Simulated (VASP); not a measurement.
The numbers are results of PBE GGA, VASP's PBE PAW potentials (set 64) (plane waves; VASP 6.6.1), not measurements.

VASP input:

**KPOINTS**
```
K-points
0
G
  1 1 1
0.5 0.5 0.5
```

### INCAR
```
SYSTEM = CsI
PREC = Accurate; ENCUT = 180; LREAL = .FALSE.
LASPH = .TRUE.
EDIFF = 1E-6; NELM = 100; ALGO = Normal
LMAXMIX = 4
ISMEAR = 1; SIGMA = 0.2
GGA = PE
ISIF = 2
LWAVE = .FALSE.; LCHARG = .FALSE.
```

POSCAR:
```
CsI
9.1456780
  0.5000000000   0.0000000000   0.0000000000
  0.0000000000   0.5000000000   0.0000000000
  0.0000000000   0.0000000000   0.5000000000
Cs I
1 1
Direct
  0.0000000000   0.0000000000   0.0000000000
  0.5000000000   0.5000000000   0.5000000000
```

POTCAR, in this order: Cs_sv I (PBE.64 set). Program: vasp_std.

What VASP printed:

File OUTCAR:
```
 ion  position               nearest neighbor table
   1  0.000  0.000  0.000-
   2  0.500  0.500  0.500-
  LATTYP: Found a simple cubic cell.
 ALAT       =     4.5728390000
 Subroutine PRICEL returns:
 Original cell was already a primitive cell.
 Subroutine GETGRP returns: Found 48 space group operations
The static configuration has the point symmetry O_h .
The dynamic configuration has the point symmetry O_h .
 Subroutine INISYM returns: Found 48 space group operations
 Subroutine IBZKPT returns following result:
 Found      1 irreducible k-points:

 Following reciprocal coordinates:
            Coordinates               Weight
  0.500000  0.500000  0.500000      1.000000
   k-points           NKPTS =      1   k-points in BZ     NKDIM =      1   number of bands    NBANDS=     12
   number of dos      NEDOS =    301   number of ions     NIONS =      2
   total plane-waves  NPLWV =   8000
   dimension x,y,z NGX =    20 NGY =   20 NGZ =   20
   dimension x,y,z NGXF=    40 NGYF=   40 NGZF=   40
   ions per type =               1   1
   PREC   = accura    normal or accurate (medium, high low for compatibility)
   ISTART =      0    job   : 0-new  1-cont  2-samecut
...
```

### OSZICAR
```
       N       E                     dE             d eps       ncg     rms          rms(c)
DAV:   1     0.287391809467E+02    0.28739E+02   -0.29684E+03    24   0.477E+02
DAV:   2    -0.769049906020E+01   -0.36430E+02   -0.36059E+02    32   0.114E+02
DAV:   3    -0.952257677368E+01   -0.18321E+01   -0.18258E+01    32   0.280E+01
DAV:   4    -0.954025360632E+01   -0.17677E-01   -0.17675E-01    24   0.317E+00
DAV:   5    -0.954055028365E+01   -0.29668E-03   -0.29667E-03    32   0.346E-01    0.270E+00
DAV:   6    -0.945207696740E+01    0.88473E-01   -0.56631E-02    24   0.159E+00    0.137E+00
DAV:   7    -0.942891133203E+01    0.23166E-01   -0.52726E-02    28   0.158E+00    0.278E-01
DAV:   8    -0.943040414527E+01   -0.14928E-02   -0.30450E-03    24   0.387E-01    0.941E-02
DAV:   9    -0.943049179629E+01   -0.87651E-04   -0.85016E-05    40   0.608E-02    0.334E-02
DAV:  10    -0.943050147475E+01   -0.96785E-05   -0.12964E-05    24   0.262E-02    0.418E-03
DAV:  11    -0.943050129302E+01    0.18173E-06   -0.54040E-07    24   0.540E-03
   1 F= -.94305013E+01 E0= -.94420971E+01  d E =0.347874E-01
```

OUTCAR:
```
------------------------ aborting loop because EDIFF is reached ----------------------------------------
  FORCE on cell =-STRESS in cart. coord.  units (eV):
  Direction    XX          YY          ZZ          XY          YZ          ZX
  --------------------------------------------------------------------------------------
  Total       -9.3173473     -9.3173473     -9.3173473      0.0000000     -0.0000000      0.0000000
  in kB     -156.1151803   -156.1151803   -156.1151803      0.0000000     -0.0000000      0.0000000
  external PRESSURE =    -156.1151803 kB  Pullay stress =       0.0000000 kB
  volume of cell :       95.62
      direct lattice vectors                 reciprocal lattice vectors
     4.572839000  0.000000000  0.000000000     0.218682530  0.000000000  0.000000000
     0.000000000  4.572839000  0.000000000     0.000000000  0.218682530  0.000000000
     0.000000000  0.000000000  4.572839000     0.000000000  0.000000000  0.218682530
 POSITION                                       TOTAL-FORCE (eV/Angst)
 -----------------------------------------------------------------------------------
      0.00000      0.00000      0.00000         0.000000      0.000000      0.000000
      2.28642      2.28642      2.28642         0.000000      0.000000      0.000000
 -----------------------------------------------------------------------------------
    total drift:                                0.000000      0.000000      0.000000
  FREE ENERGIE OF THE ION-ELECTRON SYSTEM (eV)
  ---------------------------------------------------
  free  energy   TOTEN  =        -9.4305012930 eV

  energy  without entropy=       -9.4652887251  energy(sigma->0) =       -9.44209710
```
(Selected blocks of OUTCAR.)

At this cut-off the stress carries a Pulay error, which pulls relaxed volumes low.

The structure comes from a computed database's CsI entry; how it stands against other phases isn't given here. The cell was not relaxed at this level. The k-mesh is coarse (spacing up to 1.37 per Å, 2π included), so the numbers may not be converged in it. The run is one of a series of settings (ENCUT = 180, ISMEAR = 1, SIGMA = 0.2, KPOINTS 1×1×1 Γ-centred mesh shifted by (0.5, 0.5, 0.5) against the base run), some of them coarse on purpose.
